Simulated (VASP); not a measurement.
# MoS2 (R-3m) in VASP: notebook

The runs below take MoS2 through single point, with PBE, PBE0.

All numbers are computed with VASP 6.6.1; they aren't measurements. Logs are shortened: lines on timing, memory, paths and dates and some standing lists are left out, and cuts for length are marked.

## (1) The structure

The structure is trigonal, space group R-3m (No. 166). The conventional cell has a = 3.171 Å, b = 3.171 Å, c = 18.345 Å, α = 90.00°, β = 90.00°, γ = 120.00°. S (site symmetry 3m) is surrounded by 3 Mo at 2.39 Å. Mo (site symmetry -3m) is surrounded by 6 S at 2.39 Å.

Measurements of this composition are mostly on another form, of space group No. 194.

## (2) Single point, PBE

run.py

```python
from ase.calculators.vasp import Vasp
from ase.dft.bandgap import bandgap
from ase.io import read

atoms = read('MoS2.cif', primitive_cell=True, subtrans_included=False)
calc = Vasp(
    directory='calc',
    xc='pbe',
    pp='PBE',
    setups='minimal',
    prec='Accurate',
    encut=500,
    ediff=1e-07,
    ismear=0,
    sigma=0.1,
    lreal=False,
    lasph=True,
    nelm=60,
    algo='Normal',
    isif=2,
    lwave=False,
    lcharg=False,
    kpts=[10, 10, 10],
    gamma=True,
    nbands=16,
)
atoms.calc = calc

print('energy (eV):', atoms.get_potential_energy())
print('free energy (eV):', atoms.get_potential_energy(force_consistent=True))
print('forces (eV/A):')
print(atoms.get_forces())
print('stress (eV/A^3, Voigt):', atoms.get_stress())
print('Fermi level (eV):', calc.get_fermi_level())
gap, top, bottom = bandgap(calc)
print('band gap (eV):', gap, 'from (spin, k, band)', top, 'to', bottom)
```

MoS2.cif

```cif
data_MoS2
_cell_length_a 3.17100000
_cell_length_b 3.17100000
_cell_length_c 18.34499000
_cell_angle_alpha 90.00000000
_cell_angle_beta 90.00000000
_cell_angle_gamma 120.00000000
_space_group_name_H-M_alt 'R-3m'
_space_group_name_Hall '-R 3 2"'
_space_group_IT_number 166
loop_
_space_group_symop_operation_xyz
'x,y,z'
'-x,-y,-z'
'-y,x-y,z'
'y,-x+y,-z'
'-x+y,-x,z'
'x-y,x,-z'
'y,x,-z'
'-y,-x,z'
'x-y,-y,-z'
'-x+y,y,z'
'-x,-x+y,-z'
'x,x-y,z'
'x+2/3,y+1/3,z+1/3'
'-x+2/3,-y+1/3,-z+1/3'
'-y+2/3,x-y+1/3,z+1/3'
'y+2/3,-x+y+1/3,-z+1/3'
'-x+y+2/3,-x+1/3,z+1/3'
'x-y+2/3,x+1/3,-z+1/3'
'y+2/3,x+1/3,-z+1/3'
'-y+2/3,-x+1/3,z+1/3'
'x-y+2/3,-y+1/3,-z+1/3'
'-x+y+2/3,y+1/3,z+1/3'
'-x+2/3,-x+y+1/3,-z+1/3'
'x+2/3,x-y+1/3,z+1/3'
'x+1/3,y+2/3,z+2/3'
'-x+1/3,-y+2/3,-z+2/3'
'-y+1/3,x-y+2/3,z+2/3'
'y+1/3,-x+y+2/3,-z+2/3'
'-x+y+1/3,-x+2/3,z+2/3'
'x-y+1/3,x+2/3,-z+2/3'
'y+1/3,x+2/3,-z+2/3'
'-y+1/3,-x+2/3,z+2/3'
'x-y+1/3,-y+2/3,-z+2/3'
'-x+y+1/3,y+2/3,z+2/3'
'-x+1/3,-x+y+2/3,-z+2/3'
'x+1/3,x-y+2/3,z+2/3'
loop_
_atom_site_label
_atom_site_type_symbol
_atom_site_symmetry_multiplicity
_atom_site_Wyckoff_symbol
_atom_site_fract_x
_atom_site_fract_y
_atom_site_fract_z
_atom_site_occupancy
Mo1 Mo 3 a 0.0000000000 0.0000000000 0.0000000000 1
S1 S 6 c 0.3333333333 0.6666666667 0.9166666667 1
```

Potentials or basis: VASP PAW PBE potentials, release 64 (S, Mo).

Command:

```bash
$ python run.py
```

Standard output:

```text
energy (eV): -20.89306045
free energy (eV): -20.89474066
forces (eV/A):
[[ 0.          0.         -1.07319717]
 [-0.         -0.          1.07319717]
 [-0.         -0.          0.        ]]
stress (eV/A^3, Voigt): [-0.03959051 -0.03959051 -0.07122266  0.          0.         -0.        ]
Fermi level (eV): 6.15280548
band gap (eV): 0.0 from (spin, k, band) (None, None, None) to (None, None, None)
```

OUTCAR:

```text
ENCUT = 500.000000
   EDIFF = 1.00e-07
   GGA = PE
   PREC = Accurate
   ISIF = 2
   ISMEAR = 0
   NELM = 60
   LASPH = .TRUE.
   LREAL = .FALSE.

 ion  position               nearest neighbor table
   1  0.250  0.250  0.250-   3 2.39   3 2.39   3 2.39
   2  0.750  0.750  0.750-   3 2.39   3 2.39   3 2.39
   3  0.000  0.000  0.000-   2 2.39   1 2.39   1 2.39   2 2.39   2 2.39   1 2.39

  LATTYP: Found a trigonal (rhomboedric) cell.
 ALAT       =     6.3831756386
 COS(alpha) =     0.8766074614

  Lattice vectors:

 A1 = (   1.5855000000,   0.9153888518,   6.1149966667)
 A2 = (  -1.5855000000,   0.9153888518,   6.1149966667)
 A3 = (  -0.0000000000,  -1.8307777036,   6.1149966667)

Analysis of symmetry for initial positions (statically):
=====================================================================
 Subroutine PRICEL returns:
 Original cell was already a primitive cell.

 Routine SETGRP: Setting up the symmetry group for a
 trigonal (rhombohedral) supercell.

 Subroutine GETGRP returns: Found 12 space group operations
 (whereof 12 operations were pure point group operations)
 out of a pool of 12 trial point group operations.

The static configuration has the point symmetry D_3d.

Analysis of symmetry for dynamics (positions and initial velocities):
=====================================================================
 Subroutine PRICEL returns:
 Original cell was already a primitive cell.

 Routine SETGRP: Setting up the symmetry group for a
 trigonal (rhombohedral) supercell.

 Subroutine GETGRP returns: Found 12 space group operations
 (whereof 12 operations were pure point group operations)
 out of a pool of 12 trial point group operations.

The dynamic configuration has the point symmetry D_3d.

 Subroutine INISYM returns: Found 12 space group operations
 (whereof 12 operations are pure point group operations),
 and found     1 'primitive' translations

----------------------------------------------------------------------------------------

                                     Primitive cell

  volume of cell :      53.2500

  direct lattice vectors                    reciprocal lattice vectors
     1.585500000  0.915388852  6.114996667     0.315357931  0.182071986  0.054510796
    -1.585500000  0.915388852  6.114996667    -0.315357931  0.182071986  0.054510796
    -0.000000000 -1.830777704  6.114996667     0.000000000 -0.364143973  0.054510796

  length of vectors
     6.383175639  6.383175639  6.383175639     0.368201385  0.368201385  0.368201385

  position of ions in fractional coordinates (direct lattice)
     0.250000000  0.250000000  0.250000000
     0.750000000  0.750000000  0.750000000
     0.000000000  0.000000000  0.000000000

  ion indices of the primitive-cell ions
   primitive index   ion index
                 1           1
                 2           2
                 3           3

----------------------------------------------------------------------------------------

 KPOINTS: KPOINTS created by Atomic Simulation Env

Automatic generation of k-mesh.
 Grid dimensions read from file:
 generate k-points for:   10   10   10

 Generating k-lattice:

  Cartesian coordinates                     Fractional coordinates (reciprocal lattice)
     0.031535793  0.018207199  0.005451080     0.100000000 -0.000000000  0.000000000
    -0.031535793  0.018207199  0.005451080    -0.000000000  0.100000000  0.000000000
     0.000000000 -0.036414397  0.005451080     0.000000000  0.000000000  0.100000000

  Length of vectors
     0.036820138  0.036820138  0.036820138

  Shift w.r.t. Gamma in fractional coordinates (k-lattice)
     0.000000000  0.000000000  0.000000000

 Subroutine IBZKPT returns following result:
 ===========================================

 Found    116 irreducible k-points:

 Following reciprocal coordinates:
            Coordinates               Weight
  0.000000  0.000000  0.000000      1.000000
  0.100000  0.000000 -0.000000      6.000000
  0.200000  0.000000 -0.000000      6.000000
  0.300000  0.000000  0.000000      6.000000
  0.400000  0.000000 -0.000000      6.000000
  0.500000  0.000000  0.000000      3.000000
[... 16 lines left out ...]
  0.300000  0.300000  0.000000      6.000000
  0.400000  0.300000 -0.000000     12.000000
 [... further k-points ...]
   k-points           NKPTS =    116   k-points in BZ     NKDIM =    116   number of bands    NBANDS=     16
   number of dos      NEDOS =    301   number of ions     NIONS =      3
   total plane-waves  NPLWV = 110592
   dimension x,y,z NGX =    48 NGY =   48 NGZ =   48
   dimension x,y,z NGXF=    96 NGYF=   96 NGZF=   96
   ions per type =               2   1
   NGX,Y,Z   is equivalent  to a cutoff of  12.50, 12.50, 12.50 a.u.
   NGXF,Y,Z  is equivalent  to a cutoff of  25.00, 25.00, 25.00 a.u.
 SYSTEM =  unknown system
   PREC   = accura    normal or accurate (medium, high low for compatibility)
   ISTART =      0    job   : 0-new  1-cont  2-samecut
   ICHARG =      2    charge: 1-file 2-atom 10-const
   ISPIN  =      1    spin polarized calculation?
   LNONCOLLINEAR =      F non collinear calculations
   LSORBIT =      F    spin-orbit coupling
   LASPH  =      T    aspherical Exc in radial PAW
   ENCUT  =  500.0 eV  36.75 Ry    6.06 a.u.  11.64 11.64 11.64*2*pi/ulx,y,z
   NELM   =     60;   NELMIN=  2; NELMDL= -5     # of ELM steps
   EDIFF  = 0.1E-06   stopping-criterion for ELM
   LREAL  =      F    real-space projection
   EDIFFG = 0.1E-05   stopping-criterion for IOM
   NSW    =      0    number of steps for IOM
   IBRION =     -1    ionic relax: 0-MD 1-quasi-New 2-CG
   NFREE  =      0    steps in history (QN), initial steepest desc. (CG)
   ISIF   =      2    stress and relaxation
   ISYM   =      2    0-nonsym 1-usesym 2-fastsym
   POTIM  = 0.5000    time-step for ionic-motion
   TEBEG  =    0.0;   TEEND  =   0.0 temperature during run
   PSTRESS=    0.0 pullay stress
   NELECT =      18.0000    total number of electrons
   NUPDOWN=      -1.0000    fix difference up-down
   EMIN   =  10.00;   EMAX   =-10.00  energy-range for DOS
   EFERMI =   0.00;   METHOD = LEGACY
   ISMEAR =     0;   SIGMA  =   0.10  broadening in eV -4-tet -1-fermi 0-gaus
   EFERMI_NEDOS =   21; number of points for ismear=-14 and -15
   IALGO  =     38    algorithm
   IMIX   =      4    mixing-type and parameters
     AMIX     =   0.40;   BMIX     =  1.00
     AMIX_MAG =   1.60;   BMIX_MAG =  1.00
  volume/ion in A,a.u.               =      17.75       119.78
  Fermi-wavevector in a.u.,A,eV,Ry     =   1.140405  2.155053 17.694706  1.300524
  Thomas-Fermi vector in A             =   2.277107
   LORBIT       =      0    0 simple, 1 ext, 2 COOP (PROOUT), +10 PAW based schemes
   GGA     = PE    functional components
   LHFCALC =     F    Hartree Fock is set to
   AEXX    =    0.0000 exact exchange contribution
   IVDW    =     0    specifies the selected vdW correction
   LEPSILON=     F    determine dielectric tensor
   LRPA    =     F    only Hartree local field effects (RPA)
 non-spin polarized calculation
 Gauss-broadening in eV      SIGMA  =   0.10
  energy-cutoff  :      500.00
  volume of cell :       53.25
 maximum number of plane-waves:      1370
   NGX = 23   NGY = 23   NGZ = 23

 number of electron      17.9999998 magnetization

 Free energy of the ion-electron system (eV)
  ---------------------------------------------------
  ext. energy  EPLUGINS =         0.00000000
  ---------------------------------------------------
  free energy    TOTEN  =       -20.89474066 eV

  energy without entropy =      -20.89138024  energy(sigma->0) =      -20.89306045

 E-fermi :   6.1528     XC(G=0): -10.7372

 val. band max:        6.1386816204   @ k =   0.1000   0.1000   0.0000
 cond. band min:       6.1587404669   @ k =   0.5000   0.3000   0.1000
 fundamental gap:      0.0200588465
 Fermi energy:         6.1528054819

 k-point     1 :       0.0000    0.0000    0.0000
  band No.  band energies     occupation
      1      -9.1042      2.00000
      2      -7.5563      2.00000
      3      -0.9833      2.00000
      4       1.8631      2.00000
      5       1.8631      2.00000
      6       4.3654      2.00000
[... 433 lines left out ...]
      3      -0.0412      2.00000
      4       0.5484      2.00000
      5       1.2852      2.00000
      6       1.8961      2.00000
[... 8 lines left out ...]
     15      13.3205      0.00000
     16      14.5074      0.00000

 [... further k-points ...]

------------------------ aborting loop because EDIFF is reached ----------------------------------------

  FORCE on cell =-STRESS in cart. coord.  units (eV):
  Direction    XX          YY          ZZ          XY          YZ          ZX
  --------------------------------------------------------------------------------------
  -------------------------------------------------------------------------------------
  Total        2.1081926      2.1081926      3.7926025      0.0000000     -0.0000000     -0.0000000
  in kB       63.4309968     63.4309968    114.1112769      0.0000000     -0.0000000     -0.0000000
  external PRESSURE =      80.3244235 kB  Pullay stress =       0.0000000 kB

 VOLUME and BASIS-vectors are now :
 -----------------------------------------------------------------------------
  energy-cutoff  :      500.00
  volume of cell :       53.25
      direct lattice vectors                 reciprocal lattice vectors
     1.585500000  0.915388852  6.114996667     0.315357931  0.182071986  0.054510796
    -1.585500000  0.915388852  6.114996667    -0.315357931  0.182071986  0.054510796
    -0.000000000 -1.830777704  6.114996667     0.000000000 -0.364143973  0.054510796

 POSITION                                       TOTAL-FORCE (eV/Angst)
 -----------------------------------------------------------------------------------
     -0.00000      0.00000      4.58625         0.000000      0.000000     -1.073197
      0.00000     -0.00000     13.75874        -0.000000     -0.000000      1.073197
      0.00000      0.00000      0.00000        -0.000000     -0.000000      0.000000
 -----------------------------------------------------------------------------------
    total drift:                               -0.000000      0.000000      0.000000

  FREE ENERGIE OF THE ION-ELECTRON SYSTEM (eV)
  ---------------------------------------------------
  free  energy   TOTEN  =       -20.8947406585 eV

  energy  without entropy=      -20.8913802382  energy(sigma->0) =      -20.89306045
```

INCAR:

```text
ENCUT = 500.000000
SIGMA = 0.100000
EDIFF = 1.00e-07
ALGO = Normal
GGA = PE
PREC = Accurate
ISIF = 2
ISMEAR = 0
NBANDS = 16
NELM = 60
LASPH = .TRUE.
LCHARG = .FALSE.
LWAVE = .FALSE.
LREAL = .FALSE.
```

Wall time 4.3 min (1 thread of Intel Xeon Platinum 8488C (Sapphire Rapids), shared host); peak memory 0.36 GiB.

What came out:

- Free energy: -20.8947 eV
- Pressure: 8.0 GPa
- Largest force: 1.073 eV/Å
- Band gap on the k mesh: none (metal or under the smearing width)

Forces on the atoms (eV/Å):
```
S    0.000  0.000 -1.073
S    0.000  0.000  1.073
Mo   0.000  0.000  0.000
```

Stress tensor (GPa, compression positive):
```
 6.34  0.00  0.00
 0.00  6.34  0.00
 0.00  0.00 11.41
```

Caveat: the cell's inner coordinates are idealised or old, which leaves forces on the atoms.

## (3) Single point, PBE0

POSCAR

```
MoS2
1.0
    1.5855000000      0.9153888518      6.1149966667
   -1.5855000000      0.9153888518      6.1149966667
    0.0000000000     -1.8307777036      6.1149966667
Mo S
1 2
Direct
    0.0000000000      0.0000000000      0.0000000000
    0.2500000000      0.2500000000      0.2500000000
    0.7500000000      0.7500000000      0.7500000000
```

INCAR.step1

```
SYSTEM = MoS2
PREC     = Accurate       ! precision mode
ENCUT    = 250            ! plane-wave cutoff, eV
EDIFF    = 1E-5           ! SCF threshold, eV
ISMEAR   = 0              ! smearing method
SIGMA    = 0.01           ! smearing width, eV
LREAL    = .False.        ! projectors in reciprocal space
LASPH    = .True.         ! aspherical terms in the spheres
NELM     = 100            ! most SCF steps
ALGO     = Normal         ! electronic algorithm
ISIF     = 2              ! what is computed and relaxed
LWAVE    = .True.         ! write WAVECAR
NBANDS   = 21             ! bands
NKRED    = 1            
GGA      = PE             ! functional
```

INCAR.step2

```
SYSTEM = MoS2
PREC     = Accurate       ! precision mode
ENCUT    = 250            ! plane-wave cutoff, eV
EDIFF    = 1E-6           ! SCF threshold, eV
ISMEAR   = 0              ! smearing method
SIGMA    = 0.01           ! smearing width, eV
LREAL    = .False.        ! projectors in reciprocal space
LASPH    = .True.         ! aspherical terms in the spheres
NELM     = 100            ! most SCF steps
ALGO     = Normal         ! electronic algorithm
ISIF     = 2              ! what is computed and relaxed
LWAVE    = .False.        ! write WAVECAR
LCHARG   = .False.        ! write CHGCAR
GGA      = PE             ! functional
LHFCALC  = .True.         ! exact exchange
AEXX     = 0.25           ! exact-exchange fraction
PRECFOCK = Fast         
NBANDS   = 21             ! bands
NKRED    = 1            
ISTART   = 1
```

KPOINTS

```
regular mesh
0
Gamma
  3 3 3
  0 0 0
```

Potentials or basis: VASP PAW PBE potentials, release 64 (Mo_sv, S).

Command:

```bash
$ cat potpaw_PBE.64/Mo_sv/POTCAR potpaw_PBE.64/S/POTCAR > POTCAR
$ cp INCAR.step1 INCAR
$ mpirun -np 1 vasp_std > vasp.out
$ cp INCAR.step2 INCAR
$ mpirun -np 1 vasp_std > vasp.out
```

Run time: 76 s. Hardware: 1 thread of Intel Xeon 6975P-C (Granite Rapids), shared host; peak memory 0.19 GiB.

The run converged, but a check on its numbers failed (symmetry, net force, bounds or a known fault of this set-up), so they aren't taken as properties of the crystal.

Caveat: the k mesh is coarse (spacing up to 0.77 Å⁻¹), so the values aren't converged, least of all with exact exchange; the cutoff lies under the usual one of these potentials, so the numbers hold a large basis-set error; the PAW data sets were made with another functional, which shifts forces and pressure a little; the cell's inner coordinates are idealised or old, which leaves forces on the atoms.

## (4) Single point, PBE0

POSCAR is that of step 3.

Changes to INCAR.step1 since step 3:

```diff
@@ -2,3 +2,3 @@
 PREC     = Accurate       ! precision mode
-ENCUT    = 250            ! plane-wave cutoff, eV
+ENCUT    = 400            ! plane-wave cutoff, eV
 EDIFF    = 1E-5           ! SCF threshold, eV
```

Changes to INCAR.step2 since step 3:

```diff
@@ -2,3 +2,3 @@
 PREC     = Accurate       ! precision mode
-ENCUT    = 250            ! plane-wave cutoff, eV
+ENCUT    = 400            ! plane-wave cutoff, eV
 EDIFF    = 1E-6           ! SCF threshold, eV
```

KPOINTS is that of step 3.

Command:

```bash
$ cat potpaw_PBE.64/Mo_sv/POTCAR potpaw_PBE.64/S/POTCAR > POTCAR
$ cp INCAR.step1 INCAR
$ mpirun -np 1 vasp_std > vasp.out
$ cp INCAR.step2 INCAR
$ mpirun -np 1 vasp_std > vasp.out
```

It took 2.6 min on 1 thread of Intel Xeon 6975P-C (Granite Rapids), shared host; peak memory 0.24 GiB.

The run converged, but some of its settings lie outside the range that counts as converged, so its numbers aren't taken as properties of the crystal.

What came out:

- Free energy: -27.6858 eV
- Pressure: 3.2 GPa
- Largest force: 0.087 eV/Å
- Band gap on the k mesh: none (metal or under the smearing width)

Caveat: the k mesh is coarse (spacing up to 0.77 Å⁻¹), so the values aren't converged, least of all with exact exchange; the PAW data sets were made with another functional, which shifts forces and pressure a little; the cell's inner coordinates are idealised or old, which leaves forces on the atoms.
